## The scale of the problem

For phosphorus, 100 meV per atom, about 10 kJ per mole of atoms, is the price of a different arrangement of good bonds. Ten times as much is the price of packing the atoms like a metal. The question is how closely a structure can be placed on this scale when only its symmetry, its volume and its relatives are known.

Structures of phosphorus, with energies per atom relative to the lowest computed structure; the tolerance for metals is 4 meV/atom. Computed with Ansatz 0.2.0 using scalar-relativistic plane-wave PAW DFT, the r2SCAN functional, no spin polarisation and a 500 eV cutoff. Cell and atoms are relaxed at 0 K and 0 GPa.

| found from | space group number | atoms in cell | volume per atom (Å³) | over lowest (meV/atom) |
| --- | --- | --- | --- | --- |
| P type | 64 | 4 | 20.7 | 0.0 |
| database cell | 53 | 4 | 132.94 | 35.0 |
| database cell | 6 | 10 | 67.95 | 67.0 |
| database cell | 166 | 2 | 16.07 | 85.0 |
| database cell | 74 | 2 | 16.03 | 96.0 |
| database cell | 12 | 8 | 28.76 | 130.0 |
| Ca type | 221 | 1 | 14.46 | 145.0 |
| database cell | 221 | 1 | 14.48 | ? |
| changed type | 191 | 2 | 16.62 | ? |
| changed type | 166 | 3 | 15.03 | 392.0 |
| changed type | 194 | 4 | 15 | 394.0 |
| changed type | 67 | 2 | 27.69 | 451.0 |
| changed type | 194 | 2 | 15.1 | ? |
| Sn type | 141 | 2 | 14.98 | 516.0 |
| changed type | 166 | 12 | 26.77 | ? |
| Sn type | 191 | 1 | 14.62 | 570.0 |
| changed type | 194 | 4 | 16.74 | 586.0 |
| Si type | 227 | 2 | 19.99 | 659.0 |
| Ti type | 191 | 3 | 14.41 | 893.0 |
| W type | 229 | 1 | 14.35 | 906.0 |
| Cu type | 225 | 1 | 14.69 | 1101.0 |
| W type | 223 | 8 | 14.87 | 1128.0 |

"Over lowest" is the energy per atom above black phosphorus, the lowest structure here. "Changed type" marks a cell that relaxed away from the structure in which it started. The structures named below are inferred from space group, atom count and volume.

## Two limits: three bonds and close packing

A phosphorus atom has five valence electrons. Two form a lone pair, and three occupy p orbitals, which point at right angles to one another. The atom therefore favours three bonds, with angles not far above 90°. Black phosphorus has them, and so does the A7 structure (space group 166, two atoms) at 85 meV/atom. The group 74 row at 96 meV/atom does not fit this account: its symmetry places each atom's near neighbours in equal pairs, so it cannot have exactly three bonds, yet it lies about as low as A7.

The opposite limit is face-centred cubic packing at 1101 meV/atom. Twelve neighbours surround each atom, in directions that three p orbitals cannot serve well. Diamond, at 659 meV/atom, shows that few neighbours are not enough: its four equal bonds leave no room for a lone pair.

Simple cubic lies between the limits in neighbour count, yet it costs only 145 meV/atom. Its six neighbours sit along the p axes, so each orbital serves two of them in a straight line. Shortening three contacts and lengthening the other three leads to A7, which lies 60 meV/atom lower.

Density cannot replace this argument. Body-centred cubic has almost the same volume as simple cubic, within 0.11 Å³ per atom, but lies 761 meV/atom higher.

## Four forecasts

**Space group 221, one atom.** This is simple cubic again, from another starting cell. The forecast is 145 meV/atom, with a range of 140 to 150. It tests how well the calculation repeats itself, not the bonding argument.

**Space group 191, two atoms.** This may be a stack of flat honeycomb layers, each directly above the last, though upright pairs of atoms in a triangular net would have the same symmetry. The four-atom cell of group 194 at 586 meV/atom has nearly the same volume and may be the staggered version. The forecast copies its energy: 586 meV/atom, with a range of 436 to 736.

**Space group 194, two atoms.** Symmetry makes this a stack of triangular layers in the order ABAB. Two known rows, at 394 and 392 meV/atom, are probably mixed stackings of the same layers. They allow the estimate worked out in the next part: 388 meV/atom, with a range of 290 to 580.

**Space group 166, twelve atoms.** The cell is open, but its structure cannot be identified. The forecast is the midpoint between white phosphorus (group 12, 130 meV/atom) and the other open cell that changed type (451 meV/atom). That gives about 290 meV/atom, with a range of 90 to 490, and is close to a guess.

## The stacking estimate in full

Call a layer h if the layers above and below it are in the same position, and c if they are not. Suppose that each contact between neighbouring layers has a fixed energy, set by the two letters. The row at 394 meV/atom, with order ABAC, has only h–c contacts. The row at 392 meV/atom repeats h, h, c, so one contact in three is h–h. The ABAB stack has only h–h contacts, and its energy follows:

$$E_{hh}=3\times392-2\times394=388\ \text{meV/atom}.$$

The same rule applied to volume gives 15.09 Å³ per atom, against 15.10 in the table. That agreement favoured the rule.

A second estimate starts from simple cubic, which is a stack of c layers only, and charges for each h layer. Body-centred and face-centred cubic are such stacks too, with other layer spacings, but the mixed stackings lie nearer to simple cubic in energy. Around a c atom, the neighbours above and below lie opposite each other in straight lines, as in simple cubic; around an h atom they do not, which should cost energy. Extended to all h layers, this estimate gives 643 meV/atom from the first mixed stacking and 516 from the second. Their mean, 579, is why the range reaches further up than down.

## The computed values

The withheld rows as computed:

| found from | space group number | atoms in cell | volume per atom (Å³) | over lowest (meV/atom) |
| --- | --- | --- | --- | --- |
| database cell | 221 | 1 | 14.48 | 157.0 |
| changed type | 191 | 2 | 16.62 | 330.0 |
| changed type | 194 | 2 | 15.1 | 505.0 |
| changed type | 166 | 12 | 26.77 | 564.0 |

Only one of the four values, that of the ABAB stack, falls inside its range. The first table is sorted by energy, so the place of each withheld row already set bounds on its value. The forecasts made no use of this, and three of the four central values contradict that order.

**The repeated cubic cell** comes out at 157 meV/atom, 12 above its twin. The crystal is the same, so the difference is numerical, not physical. The range, close to the stated 4 meV/atom tolerance, was too narrow. Gaps of about 10 meV/atom, such as that between the rows at 85 and 96, should therefore not be read as a ranking.

**The honeycomb candidate** lies at 330 meV/atom, 256 below the forecast. Its volume resembles that of its supposed partner, but its energy does not. If the identification is right, every atom has another directly above and below it, whereas in the staggered stack only half do. That these straight contacts lower the energy is a guess.

**The ABAB stack** lies at 505 meV/atom. The contact rule is 117 too low, although it gave the volume almost exactly; the count of h layers is 74 too high. The rule also multiplies numerical errors: errors of 12 meV/atom in both known rows, as seen for the cubic cell, could shift it by up to 60. A possible reason for the rest lies in symmetry: the h, h, c stack may adjust its two kinds of layer spacing separately, while ABAB must keep all spacings equal. The rule triples any energy gained in this way, so a gain of $117/3=39$ meV/atom would explain the whole miss. That gain has not been tested.

**The open twelve-atom cell** lies at 564 meV/atom, above the top of its range. The midpoint had given half its weight to white phosphorus, in which every atom forms three bonds. But relaxation keeps the symmetry of the starting cell, and this may have held the atoms in a poor arrangement. This too is a guess.

## What a relative can tell

A plain control puts the misses in proportion. The mean of the twelve known compact structures, those below 17.5 Å³ per atom, is 568 meV/atom. As a forecast it would have been closer than the structural arguments for both the honeycomb candidate and the ABAB stack. It also falls close to the open twelve-atom cell, but that cell is not compact, so the agreement is probably chance. Only for the repeated cubic cell, where the relative was the same crystal, did the relative do much better.

The two largest misses, for the honeycomb candidate and the open cell, share a pattern: volume was taken as evidence of bonding. For another phosphorus structure, first find out where the atoms sit and whether each can form three bonds near right angles. If it can, about 100 meV/atom is a sensible first guess; for body-centred or face-centred cubic packing it is about 1000.

Among the lowest structures a further caution applies. The row at 35 meV/atom fits a single layer of black phosphorus in empty space, so its energy measures how strongly this calculation binds the layers. Without a dispersion correction that binding is probably too weak, and gaps of tens of meV/atom between layered or molecular forms are uncertain for the same reason.
